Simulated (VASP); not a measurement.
# InPd (Pm-3m) in VASP: electric field gradients with LDA

Aim: the electric field gradients of InPd with LDA.

Everything below comes from runs of VASP 6.6.1. Logs are shortened: lines on timing, memory, paths and dates and some standing lists are left out, and cuts for length are marked.

**1. The undisturbed crystal**

It takes space group Pm-3m (No. 221, cubic). Conventional cell: a = 3.272 Å, b = 3.272 Å, c = 3.272 Å, α = 90.00°, β = 90.00°, γ = 90.00°. In (site symmetry m-3m) is surrounded by 8 Pd at 2.83 Å. Pd (site symmetry m-3m) is surrounded by 8 In at 2.83 Å.

The cell comes from a database or a generator and needn't be the stable form of this composition.

**2. Electric field gradients, LDA (volume scaled by 0.9405, crystal datasets)**

INCAR

```
ALGO = Fast ; EDIFF = 1E-8
ENCUT = 520 ; GGA = CA
ISIF = 2 ; ISMEAR = -1
LASPH = True ; LCHARG = False
LEFG = True ; LREAL = False
LWAVE = False ; NBANDS = 18
NELM = 80 ; PREC = Accurate
SIGMA = 0.03
```

KPOINTS

```
k-points
0
Gamma
  13 13 13
```

POSCAR

```
InPd
1.0
    3.2056610580      0.0000000000      0.0000000000
    0.0000000000      3.2056610580      0.0000000000
    0.0000000000      0.0000000000      3.2056610580
In Pd
1 1
Direct
    0.0000000000      0.0000000000      0.0000000000
    0.5000000000      0.5000000000      0.5000000000
```

Potentials or basis: VASP PAW LDA potentials, release 64 (In_d, Pd).

Command:

```console
$ cat potpaw_LDA.64/In_d/POTCAR potpaw_LDA.64/Pd/POTCAR > POTCAR
$ mpirun -np 1 vasp_std > vasp.out
```

OUTCAR:

```text
EDIFF = 1E-8
   ENCUT = 520
   GGA = CA
   ISIF = 2
   ISMEAR = -1
   LASPH = True
   LREAL = False
   NELM = 80
   PREC = Accurate

 ion  position               nearest neighbor table
   1  0.000  0.000  0.000-   2 2.78   2 2.78   2 2.78   2 2.78   2 2.78   2 2.78   2 2.78   2 2.78

   2  0.500  0.500  0.500-   1 2.78   1 2.78   1 2.78   1 2.78   1 2.78   1 2.78   1 2.78   1 2.78

  LATTYP: Found a simple cubic cell.
 ALAT       =     3.2056610580

  Lattice vectors:

 A1 = (   3.2056610580,   0.0000000000,   0.0000000000)
 A2 = (   0.0000000000,   3.2056610580,   0.0000000000)
 A3 = (   0.0000000000,   0.0000000000,   3.2056610580)

Analysis of symmetry for initial positions (statically):
=====================================================================
 Subroutine PRICEL returns:
 Original cell was already a primitive cell.

 Routine SETGRP: Setting up the symmetry group for a
 simple cubic supercell.

 Subroutine GETGRP returns: Found 48 space group operations
 (whereof 48 operations were pure point group operations)
 out of a pool of 48 trial point group operations.

The static configuration has the point symmetry O_h .

Analysis of symmetry for dynamics (positions and initial velocities):
=====================================================================
 Subroutine PRICEL returns:
 Original cell was already a primitive cell.

 Routine SETGRP: Setting up the symmetry group for a
 simple cubic supercell.

 Subroutine GETGRP returns: Found 48 space group operations
 (whereof 48 operations were pure point group operations)
 out of a pool of 48 trial point group operations.

The dynamic configuration has the point symmetry O_h .

 Subroutine INISYM returns: Found 48 space group operations
 (whereof 48 operations are pure point group operations),
 and found     1 'primitive' translations

----------------------------------------------------------------------------------------

                                     Primitive cell

  volume of cell :      32.9422

  direct lattice vectors                    reciprocal lattice vectors
     3.205661058  0.000000000  0.000000000     0.311948139  0.000000000  0.000000000
     0.000000000  3.205661058  0.000000000     0.000000000  0.311948139  0.000000000
     0.000000000  0.000000000  3.205661058     0.000000000  0.000000000  0.311948139

  length of vectors
     3.205661058  3.205661058  3.205661058     0.311948139  0.311948139  0.311948139

  position of ions in fractional coordinates (direct lattice)
     0.000000000  0.000000000  0.000000000
     0.500000000  0.500000000  0.500000000

  ion indices of the primitive-cell ions
   primitive index   ion index
                 1           1
                 2           2

----------------------------------------------------------------------------------------

 KPOINTS: k-points

Automatic generation of k-mesh.
 Grid dimensions read from file:
 generate k-points for:   13   13   13

 Generating k-lattice:

  Cartesian coordinates                     Fractional coordinates (reciprocal lattice)
     0.023996011  0.000000000  0.000000000     0.076923077  0.000000000  0.000000000
     0.000000000  0.023996011  0.000000000     0.000000000  0.076923077  0.000000000
     0.000000000  0.000000000  0.023996011     0.000000000  0.000000000  0.076923077

  Length of vectors
     0.023996011  0.023996011  0.023996011

  Shift w.r.t. Gamma in fractional coordinates (k-lattice)
     0.000000000  0.000000000  0.000000000

 Subroutine IBZKPT returns following result:
 ===========================================

 Found     84 irreducible k-points:

 Following reciprocal coordinates:
            Coordinates               Weight
  0.000000  0.000000  0.000000      1.000000
  0.076923  0.000000  0.000000      6.000000
  0.153846  0.000000  0.000000      6.000000
  0.230769  0.000000  0.000000      6.000000
  0.307692  0.000000  0.000000      6.000000
  0.384615  0.000000  0.000000      6.000000
[... 16 lines left out ...]
  0.307692  0.307692  0.000000     12.000000
  0.384615  0.307692  0.000000     24.000000
 [... further k-points ...]
   k-points           NKPTS =     84   k-points in BZ     NKDIM =     84   number of bands    NBANDS=     18
   number of dos      NEDOS =    301   number of ions     NIONS =      2
   total plane-waves  NPLWV =  13824
   dimension x,y,z NGX =    24 NGY =   24 NGZ =   24
   dimension x,y,z NGXF=    48 NGYF=   48 NGZF=   48
   ions per type =               1   1
   NGX,Y,Z   is equivalent  to a cutoff of  12.45, 12.45, 12.45 a.u.
   NGXF,Y,Z  is equivalent  to a cutoff of  24.89, 24.89, 24.89 a.u.
 SYSTEM =  unknown system
   PREC   = accura    normal or accurate (medium, high low for compatibility)
   ISTART =      0    job   : 0-new  1-cont  2-samecut
   ICHARG =      2    charge: 1-file 2-atom 10-const
   ISPIN  =      1    spin polarized calculation?
   LNONCOLLINEAR =      F non collinear calculations
   LSORBIT =      F    spin-orbit coupling
   LASPH  =      T    aspherical Exc in radial PAW
   ENCUT  =  520.0 eV  38.22 Ry    6.18 a.u.   5.96  5.96  5.96*2*pi/ulx,y,z
   NELM   =     80;   NELMIN=  2; NELMDL= -5     # of ELM steps
   EDIFF  = 0.1E-07   stopping-criterion for ELM
   LREAL  =      F    real-space projection
   EDIFFG = 0.1E-06   stopping-criterion for IOM
   NSW    =      0    number of steps for IOM
   IBRION =     -1    ionic relax: 0-MD 1-quasi-New 2-CG
   NFREE  =      0    steps in history (QN), initial steepest desc. (CG)
   ISIF   =      2    stress and relaxation
   ISYM   =      2    0-nonsym 1-usesym 2-fastsym
   POTIM  = 0.5000    time-step for ionic-motion
   TEBEG  =    0.0;   TEEND  =   0.0 temperature during run
   PSTRESS=    0.0 pullay stress
   NELECT =      23.0000    total number of electrons
   NUPDOWN=      -1.0000    fix difference up-down
   EMIN   =  10.00;   EMAX   =-10.00  energy-range for DOS
   EFERMI =   0.00;   METHOD = LEGACY
   ISMEAR =    -1;   SIGMA  =   0.03  broadening in eV -4-tet -1-fermi 0-gaus
   EFERMI_NEDOS =   21; number of points for ismear=-14 and -15
   IALGO  =     68    algorithm
   IMIX   =      4    mixing-type and parameters
     AMIX     =   0.40;   BMIX     =  1.00
     AMIX_MAG =   1.60;   BMIX_MAG =  1.00
  volume/ion in A,a.u.               =      16.47       111.15
  Fermi-wavevector in a.u.,A,eV,Ry     =   1.452334  2.744513 28.698416  2.109274
  Thomas-Fermi vector in A             =   2.569728
   LORBIT       =      0    0 simple, 1 ext, 2 COOP (PROOUT), +10 PAW based schemes
   GGA     = CA    functional components
   LHFCALC =     F    Hartree Fock is set to
   AEXX    =    0.0000 exact exchange contribution
   IVDW    =     0    specifies the selected vdW correction
   LEPSILON=     F    determine dielectric tensor
   LRPA    =     F    only Hartree local field effects (RPA)
 non-spin polarized calculation
 RMM-DIIS sequential band-by-band and
  energy-cutoff  :      520.00
  volume of cell :       32.94
 maximum number of plane-waves:       912
 NGX is ok and might be reduce to    24
   NGX = 11   NGY = 11   NGZ = 11

 number of electron      22.9999998 magnetization

 Free energy of the ion-electron system (eV)
  ---------------------------------------------------
  ext. energy  EPLUGINS =         0.00000000
  ---------------------------------------------------
  free energy    TOTEN  =       -10.79756199 eV

  energy without entropy =      -10.79506147  energy(sigma->0) =      -10.79631173

 E-fermi :  11.3038     XC(G=0): -12.8874

 val. band max:       11.2771827573   @ k =   0.3077   0.1538   0.0000
 cond. band min:      11.3244843710   @ k =   0.3846   0.3077   0.1538
 fundamental gap:      0.0473016136
 Fermi energy:        11.3038308501

 k-point     1 :       0.0000    0.0000    0.0000
  band No.  band energies     occupation
      1      -3.8378      2.00000
      2      -3.8378      2.00000
      3      -3.3447      2.00000
      4      -3.3447      2.00000
      5      -3.3447      2.00000
      6       0.5861      2.00000
[... 10 lines left out ...]
     17      22.3550      0.00000
     18      27.3749      0.00000

 k-point     2 :       0.0769    0.0000    0.0000
  band No.  band energies     occupation
      1      -3.8334      2.00000
      2      -3.8136      2.00000
      3      -3.3520      2.00000
      4      -3.3520      2.00000
      5      -3.3424      2.00000
      6       0.6852      2.00000
[... 10 lines left out ...]
     17      22.8849      0.00000
     18      27.3053      0.00000

 k-point     3 :       0.1538    0.0000    0.0000
  band No.  band energies     occupation
      1      -3.8212      2.00000
      2      -3.7469      2.00000
      3      -3.3720      2.00000
      4      -3.3720      2.00000
      5      -3.3357      2.00000
      6       0.9821      2.00000
[... 10 lines left out ...]
     17      24.6105      0.00000
     18      26.7659      0.00000

 k-point     4 :       0.2308    0.0000    0.0000
  band No.  band energies     occupation
      1      -3.8039      2.00000
      2      -3.6533      2.00000
      3      -3.3999      2.00000
      4      -3.3999      2.00000
      5      -3.3262      2.00000
      6       1.4741      2.00000
[... 10 lines left out ...]
     17      26.3251      0.00000
     18      26.9163      0.00000

 k-point     5 :       0.3077    0.0000    0.0000
  band No.  band energies     occupation
      1      -3.7855      2.00000
      2      -3.5545      2.00000
      3      -3.4294      2.00000
      4      -3.4294      2.00000
      5      -3.3161      2.00000
      6       2.1540      2.00000
[... 10 lines left out ...]
     17      25.6953      0.00000
     18      25.8584      0.00000

 k-point     6 :       0.3846    0.0000    0.0000
  band No.  band energies     occupation
      1      -3.7701      2.00000
      2      -3.4732      2.00000
      3      -3.4538      2.00000
      4      -3.4538      2.00000
      5      -3.3077      2.00000
      6       3.0039      2.00000
[... 307 lines left out ...]
 k-point    21 :       0.3846    0.2308    0.0000
  band No.  band energies     occupation
      1      -3.6759      2.00000
      2      -3.5885      2.00000
      3      -3.4735      2.00000
      4      -3.3970      2.00000
      5      -3.3582      2.00000
      6       3.6342      2.00000
[... 10 lines left out ...]
     17      24.1915      0.00000
     18      24.6325      0.00000

 k-point    22 :       0.4615    0.2308    0.0000
  band No.  band energies     occupation
      1      -3.6681      2.00000
      2      -3.6113      2.00000
      3      -3.4892      2.00000
      4      -3.3994      2.00000
      5      -3.3124      2.00000
      6       4.2948      2.00000
[... 10 lines left out ...]
     17      23.5704      0.00000
     18      23.8902      0.00000

 k-point    23 :       0.3077    0.3077    0.0000
  band No.  band energies     occupation
      1      -3.6641      2.00000
      2      -3.6081      2.00000
      3      -3.4623      2.00000
      4      -3.4255      2.00000
      5      -3.3515      2.00000
      6       3.4479      2.00000
[... 10 lines left out ...]
     17      24.2044      0.00000
     18      25.5792      0.00000

 k-point    24 :       0.3846    0.3077    0.0000
  band No.  band energies     occupation
      1      -3.6600      2.00000
      2      -3.6449      2.00000
      3      -3.4848      2.00000
      4      -3.4437      2.00000
      5      -3.2735      2.00000
      6       4.0158      2.00000
[... 10 lines left out ...]
     17      23.7046      0.00000
     18      24.8161      0.00000

 [... further k-points ...]

------------------------ aborting loop because EDIFF is reached ----------------------------------------

  FORCE on cell =-STRESS in cart. coord.  units (eV):
  Direction    XX          YY          ZZ          XY          YZ          ZX
  --------------------------------------------------------------------------------------
  -------------------------------------------------------------------------------------
  Total        0.3678468      0.3678468      0.3678468     -0.0000000      0.0000000     -0.0000000
  in kB       17.8905947     17.8905947     17.8905947     -0.0000000      0.0000000     -0.0000000
  external PRESSURE =      17.8905947 kB  Pullay stress =       0.0000000 kB

 VOLUME and BASIS-vectors are now :
 -----------------------------------------------------------------------------
  energy-cutoff  :      520.00
  volume of cell :       32.94
      direct lattice vectors                 reciprocal lattice vectors
     3.205661058  0.000000000  0.000000000     0.311948139  0.000000000  0.000000000
     0.000000000  3.205661058  0.000000000     0.000000000  0.311948139  0.000000000
     0.000000000  0.000000000  3.205661058     0.000000000  0.000000000  0.311948139

 POSITION                                       TOTAL-FORCE (eV/Angst)
 -----------------------------------------------------------------------------------
      0.00000      0.00000      0.00000         0.000000      0.000000      0.000000
      1.60283      1.60283      1.60283         0.000000      0.000000      0.000000
 -----------------------------------------------------------------------------------
    total drift:                                0.000000      0.000000     -0.000000

  FREE ENERGIE OF THE ION-ELECTRON SYSTEM (eV)
  ---------------------------------------------------
  free  energy   TOTEN  =       -10.7975619878 eV

  energy  without entropy=      -10.7950614693  energy(sigma->0) =      -10.79631173

 Electric field gradients (V/A^2)
---------------------------------------------------------------------
 ion       V_xx      V_yy      V_zz      V_xy      V_xz      V_yz
---------------------------------------------------------------------
   1       0.000     0.000    -0.000     0.000     0.000    -0.000
   2       0.000     0.000    -0.000     0.000     0.000    -0.000
---------------------------------------------------------------------

 Electric field gradients after diagonalization (V/A^2)
 (convention: |V_zz| > |V_xx| > |V_yy|)
----------------------------------------------------------------------
 ion       V_xx      V_yy      V_zz     asymmetry (V_yy - V_xx)/ V_zz
----------------------------------------------------------------------
   1       0.000     0.000    -0.000       0.582
   2       0.000     0.000    -0.000       0.157
----------------------------------------------------------------------

           NMR quadrupolar parameters

 Cq : quadrupolar parameter    Cq=e*Q*V_zz/h
 eta: asymmetry parameters     (V_yy - V_xx)/ V_zz
 Q  : nuclear electric quadrupole moment in mb (millibarn)
----------------------------------------------------------------------
 ion       Cq(MHz)       eta       Q (mb)
----------------------------------------------------------------------
   1      -0.000       0.582       1.000
   2      -0.000       0.157       1.000
----------------------------------------------------------------------
```

It took 35 s on 1 thread of Intel Xeon Platinum 8259CL at 2.50GHz (Skylake/Cascade Lake), shared host; peak memory 0.16 GiB.

What came out:

```
Free energy            : -10.7976 eV
Pressure               : 1.8 GPa
Band gap on the k mesh : none (metal or under the smearing width)
```

Electric field gradients, principal values (V/Å²):
```tsv
atom	Vxx	Vyy	Vzz
1 In	0.000	0.000	0.000
2 Pd	0.000	0.000	0.000
```
